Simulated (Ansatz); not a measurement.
# Pt(111) with 4 layers of random Pt-Au, 2x2: scattering by chemical disorder, part 2 of 2

How strongly does chemical disorder scatter in Pt(111) with 4 layers of random Pt-Au, 2x2?

Ansatz 0.2.0; Ansatz plane-wave DFT, PBE, PAW files; ballistic transport by layer matching (Landauer), zero bias; PAW set soft_1.

So far. Step 3 (With 8 alloy layers): Over the solved energies the transmission per spin lies between 1.87 and 1.96, out of 6.73 channels of the lead on average (up to 7.14).

### 4. With 12 alloy layers

In 12 layers a share of 0.5 of the sites is given to Au at random. A fresh draw is used; the growth of the resistance with length is what counts.

System of this step: Pt(111) with 12 layers of random Pt-Au, 2x2. The cell holds 72 atoms: 48 Pt and 24 Au. Its edges and angles: a = 5.546 Å, b = 5.546 Å, c = 40.757 Å, α = 90.0°, β = 90.0°, γ = 120.0°. It derives from Pt. Regions: lead, 24 atoms (24 Pt); scattering region, 48 atoms (24 Au and 24 Pt). The structure is stacked along c, and the current runs across the ab planes.

The input, input.yaml:

```yaml
crystal:
  lattice:
    - [5.5462627489, 0.0, 0.0]
    - [-2.7731313745, 4.8032044366, 0.0]
    - [0.0, 0.0, 40.7565411427]
  atoms:
    - { symbol: Pt, position: [0.0, 0.0, 0.0277777778] }
    - { symbol: Pt, position: [0.0, 0.5, 0.0277777778] }
    - { symbol: Pt, position: [0.5, 0.0, 0.0277777778] }
    - { symbol: Pt, position: [0.5, 0.5, 0.0277777778] }
    - { symbol: Pt, position: [0.1666666667, 0.3333333333, 0.0833333333] }
    - { symbol: Pt, position: [0.1666666667, 0.8333333333, 0.0833333333] }
    - { symbol: Pt, position: [0.6666666667, 0.3333333333, 0.0833333333] }
    - { symbol: Pt, position: [0.6666666667, 0.8333333333, 0.0833333333] }
    - { symbol: Pt, position: [0.3333333333, 0.1666666667, 0.1388888889] }
    - { symbol: Pt, position: [0.3333333333, 0.6666666667, 0.1388888889] }
    - { symbol: Pt, position: [0.8333333333, 0.1666666667, 0.1388888889] }
    - { symbol: Pt, position: [0.8333333333, 0.6666666667, 0.1388888889] }
    - { symbol: Au, position: [0.0, 0.0, 0.1944444444] }
    - { symbol: Pt, position: [0.0, 0.5, 0.1944444444] }
    - { symbol: Au, position: [0.5, 0.0, 0.1944444444] }
    - { symbol: Au, position: [0.5, 0.5, 0.1944444444] }
    - { symbol: Au, position: [0.1666666667, 0.3333333333, 0.25] }
    - { symbol: Pt, position: [0.1666666667, 0.8333333333, 0.25] }
    - { symbol: Au, position: [0.6666666667, 0.3333333333, 0.25] }
    - { symbol: Pt, position: [0.6666666667, 0.8333333333, 0.25] }
    - { symbol: Pt, position: [0.3333333333, 0.1666666667, 0.3055555556] }
    - { symbol: Pt, position: [0.3333333333, 0.6666666667, 0.3055555556] }
    - { symbol: Pt, position: [0.8333333333, 0.1666666667, 0.3055555556] }
    - { symbol: Pt, position: [0.8333333333, 0.6666666667, 0.3055555556] }
    - { symbol: Au, position: [0.0, 0.0, 0.3611111111] }
    - { symbol: Au, position: [0.0, 0.5, 0.3611111111] }
    - { symbol: Pt, position: [0.5, 0.0, 0.3611111111] }
    - { symbol: Pt, position: [0.5, 0.5, 0.3611111111] }
    - { symbol: Au, position: [0.1666666667, 0.3333333333, 0.4166666667] }
    - { symbol: Au, position: [0.1666666667, 0.8333333333, 0.4166666667] }
    - { symbol: Pt, position: [0.6666666667, 0.3333333333, 0.4166666667] }
    - { symbol: Pt, position: [0.6666666667, 0.8333333333, 0.4166666667] }
    - { symbol: Au, position: [0.3333333333, 0.1666666667, 0.4722222222] }
    - { symbol: Au, position: [0.3333333333, 0.6666666667, 0.4722222222] }
    - { symbol: Au, position: [0.8333333333, 0.1666666667, 0.4722222222] }
    - { symbol: Au, position: [0.8333333333, 0.6666666667, 0.4722222222] }
    - { symbol: Pt, position: [0.0, 0.0, 0.5277777778] }
    - { symbol: Au, position: [0.0, 0.5, 0.5277777778] }
    - { symbol: Pt, position: [0.5, 0.0, 0.5277777778] }
    - { symbol: Au, position: [0.5, 0.5, 0.5277777778] }
    - { symbol: Au, position: [0.1666666667, 0.3333333333, 0.5833333333] }
    - { symbol: Au, position: [0.1666666667, 0.8333333333, 0.5833333333] }
    - { symbol: Au, position: [0.6666666667, 0.3333333333, 0.5833333333] }
    - { symbol: Pt, position: [0.6666666667, 0.8333333333, 0.5833333333] }
    - { symbol: Pt, position: [0.3333333333, 0.1666666667, 0.6388888889] }
    - { symbol: Pt, position: [0.3333333333, 0.6666666667, 0.6388888889] }
    - { symbol: Pt, position: [0.8333333333, 0.1666666667, 0.6388888889] }
    - { symbol: Au, position: [0.8333333333, 0.6666666667, 0.6388888889] }
    - { symbol: Pt, position: [0.0, 0.0, 0.6944444444] }
    - { symbol: Pt, position: [0.0, 0.5, 0.6944444444] }
    - { symbol: Pt, position: [0.5, 0.0, 0.6944444444] }
    - { symbol: Pt, position: [0.5, 0.5, 0.6944444444] }
    - { symbol: Pt, position: [0.1666666667, 0.3333333333, 0.75] }
    - { symbol: Au, position: [0.1666666667, 0.8333333333, 0.75] }
    - { symbol: Au, position: [0.6666666667, 0.3333333333, 0.75] }
    - { symbol: Au, position: [0.6666666667, 0.8333333333, 0.75] }
    - { symbol: Pt, position: [0.3333333333, 0.1666666667, 0.8055555556] }
    - { symbol: Pt, position: [0.3333333333, 0.6666666667, 0.8055555556] }
    - { symbol: Au, position: [0.8333333333, 0.1666666667, 0.8055555556] }
    - { symbol: Au, position: [0.8333333333, 0.6666666667, 0.8055555556] }
    - { symbol: Pt, position: [0.0, 0.0, 0.8611111111] }
    - { symbol: Pt, position: [0.0, 0.5, 0.8611111111] }
    - { symbol: Pt, position: [0.5, 0.0, 0.8611111111] }
    - { symbol: Pt, position: [0.5, 0.5, 0.8611111111] }
    - { symbol: Pt, position: [0.1666666667, 0.3333333333, 0.9166666667] }
    - { symbol: Pt, position: [0.1666666667, 0.8333333333, 0.9166666667] }
    - { symbol: Pt, position: [0.6666666667, 0.3333333333, 0.9166666667] }
    - { symbol: Pt, position: [0.6666666667, 0.8333333333, 0.9166666667] }
    - { symbol: Pt, position: [0.3333333333, 0.1666666667, 0.9722222222] }
    - { symbol: Pt, position: [0.3333333333, 0.6666666667, 0.9722222222] }
    - { symbol: Pt, position: [0.8333333333, 0.1666666667, 0.9722222222] }
    - { symbol: Pt, position: [0.8333333333, 0.6666666667, 0.9722222222] }
kpoints:
  mp_grid: { grid: [5, 5, 1] }
hamiltonian:
  xc: pbe
  pseudopotentials: { kind: paw, azcp: { folder: soft_1 } }
scf:
  occupations: { method: fermi_dirac, width: 0.1 }
output:
  transmission:
    leads: [[0, 4]]
    kmesh: [10, 10]
    e_range: [-0.05, 0.05]
    de: 0.05
  write_potential: true
  write_density: true
  volumetric_format: npy
```

Command:

```
$ ansatz run input.yaml --threads 8 --pin off --max-ram 15360MiB --backend cpu --events-out ev --progress --plain --runs-dir out
```

Numbers of over 12 decimals in the logs are rounded to 6 here.

Output:

```text
[...]
Crystal: 72 atoms, lattice volume = 1085.747 Å³
Basis set: ecut = 420 eV, 21305 PW (Γ)
Bands: 792, of which v1, the nominal top of the filled ones, is band 660 counted from 1 (659 counted from 0)
Symmetry: 1 space group operations
[...]
k-points: 13 of 25 (time reversal used)
[...]
SCF iter   1: F=—  HF=-916873.693404 eV  |F-HF|=—  |Δ(HF+E_count)|=         —  Δρ=1.50e-1  dr2=2.19e3  ethr=3.10e-3  ⟨swp⟩=4.5  Hψ=30528  notcnv=0  defer=437
[...]
SCF iter  16: F=-916807.383980 eV  HF=-916807.383980 eV  |F-HF|=1.71e-8  |Δ(HF+E_count)|=   2.10e-9  Δρ=2.30e-7  dr2=1.72e-8  ethr=7.58e-12  ⟨swp⟩=10.6  Hψ=36470  notcnv=0
SCF 1 converged in 16 iterations: F = -916807.383980 eV  dr2 = 1.72e-8
[...]
transmission: 376 of 3744 steps passed
transmission: 760 of 3744 steps passed
[...]
transmission: 3744 of 3744 steps passed
SCF converged after 16 iterations
Free energy (F): -916807.383980 eV
[...]
Internal energy: -916804.712823 eV  (E = F + TS)
E sigma→0 (E₀):  -916806.048402 eV
Entropy (-TS):   -2.671156 eV (-37.099 meV/atom)
Fermi energy:    23.482141 eV
[...]
--- Band table (eV; the first three rows and the last of 13) ---
  k-point 0: bands = [... 656 lower, 23.7278, 23.7518, 23.7814, 23.7824, 23.7936, 23.7951, 23.8075, 23.8148, ... 128 higher]
  k-point 1: bands = [... 656 lower, 23.4367, 23.4488, 23.4693, 23.4830, 23.4929, 23.5185, 23.5444, 23.5597, ... 128 higher]
  k-point 2: bands = [... 656 lower, 23.4363, 23.4566, 23.4757, 23.4949, 23.5158, 23.5498, 23.5722, 23.5929, ... 128 higher]
  k-point 12: bands = [... 656 lower, 23.3278, 23.3566, 23.3771, 23.4130, 23.4240, 23.4572, 23.4742, 23.5301, ... 128 higher]
--- Transmission ---
  basis      : 241 plane waves across, 72 finite elements along
  points     : 52, standing for a mesh of 10 x 10
[...]
channels       : 6.890000e0 a spin
[...]
junction   : crystal 0 to crystal 0, 0.70 to 39.19 Å
    transmission   : 1.627124e0 a spin
[...]
```

Run time: 7.3 min. Hardware: 8 threads of Intel Xeon 6975P-C (Granite Rapids), shared host; peak memory 8.8 GiB; 49 min of CPU time.

This step gave:

| Quantity | Value |
| --- | --- |
| free energy | -916807.3840 eV |
| energy at zero smearing | -916806.0484 eV |
| Fermi energy | 23.48 eV |
| transmission per spin nearest the Fermi level | 1.627 |
| open channels per spin nearest the Fermi level | 6.89 |
| step of the lead's potential | 21.6 meV |

Per spin. Transmission, zone mean against energy, zero at the Fermi level:

```
energy (eV)  transmission, zone mean
    -0.0500                     1.66
     0.0000                     1.63
     0.0500                     1.62
```

Over the solved energies the transmission per spin lies between 1.62 and 1.66, out of 6.71 channels of the lead on average (up to 7.04).

### 5. The fit

This step: Ansatz plane-wave DFT, PBE, PAW files; ballistic transport by layer matching (Landauer), zero bias; residual resistivity from the slope of the area resistance, atoms on the host's lattice; PAW set soft_1 (Ansatz 0.2.0).

Numbers from this step:

* resistivity: 45.72 µΩ cm
* intercept: 0.3860 fΩ m²
* scatter about the fit: 0.05393 fΩ m²

Resistance, by row:

```
run  length (Å)      T  channels N  RA (fΩ m²)
 n4       9.057  2.702       6.733      0.7619
 n8       18.11  1.909       6.733        1.29
n12       27.17  1.636       6.713        1.59
```

Area resistance against length of the alloy:

```
length of the alloy (Å)  area resistance (fΩ m²)
                   9.06                    0.762
                  18.11                     1.29
                  27.17                     1.59
```

The area resistance goes from 0.76 to 1.6 fΩ m² between 9.1 and 27.2 Å, a slope of 46 µΩ cm.

By hand from the end points: (1.59 − 0.7619) fΩ m² / (27.17 − 9.06) Å = 46 µΩ cm, since 1 fΩ m² per Å is 1000 µΩ cm.

### 6. Summary of results

```json
{
  "resistivity from the slope": "45.7 µΩ cm",
  "area resistance over 9.06 Å": "0.762 fΩ m²",
  "area resistance over 18.1 Å": "1.29 fΩ m²",
  "area resistance over 27.2 Å": "1.59 fΩ m²"
}
```

In words: The slope gives 46 µΩ cm. The points scatter by 0.054 fΩ m² about the line, with one random draw a length in a 2x2 cell, so the slope is a rough value. Read with a model of isotropic scattering on a spherical Fermi surface and the lead's 2.0×10¹⁵ S/m², this slope means a mean free path near 8.4 Å (a rough figure, since the alloy's own channel count differs); over these lengths the model's slope is within 3 % of its bulk resistivity. The atoms sit on the host's lattice, so scattering by size misfit is left out. Spin-orbit coupling is left out, which matters for Au and Pt.

[Logs are printed without paths, hosts, clocks, repeated set-up lines and the standing remarks that a program may print on its own settings, such as how far it seeks lower states.]

[Hosts, paths, dates, database ids (printed as entryN), source tags and the programs' standing remarks are cut or masked in the printed files.]
